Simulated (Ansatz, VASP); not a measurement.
**GaAs: VASP beside Ansatz**

```
CELL_PARAMETERS angstrom
0.00000 2.87509 2.87509
2.87509 0.00000 2.87509
2.87509 2.87509 0.00000
ATOMIC_POSITIONS crystal
Ga 0.00000 0.00000 0.00000
As 0.75000 0.75000 0.75000
```

The cell is a database's computed one.

Alike in both runs: task single point; functional RPBE; k mesh 6 × 6 × 6; occupations gaussian, width 0.1 eV; no spin polarisation.

|  | VASP | Ansatz |
| --- | --- | --- |
| version | VASP 6.6.1 | Ansatz 0.2.0 |
| potentials or method | VASP PAW PBE potentials, release 64 (Ga_d, As) | scalar-relativistic, plane waves, PAW |
| plane-wave cutoff (eV) | 520 | 420 |
| valence electrons in the cell | 18 | 28 |

```tsv
	VASP	Ansatz	Ansatz less VASP
gap on the k mesh at the Fermi level (eV)	0.27	0.27	0.000
least direct gap on the mesh (eV)	0.27	0.27	0.000
pressure (GPa)	1.8	1.6	-0.12
```

With one functional, cell and mesh, what is left measures potentials, basis and numerics. The two sets of potentials don't hold the same shells in valence.

Caveats: the PAW data sets were made with another functional, which shifts forces and pressure a little (VASP).
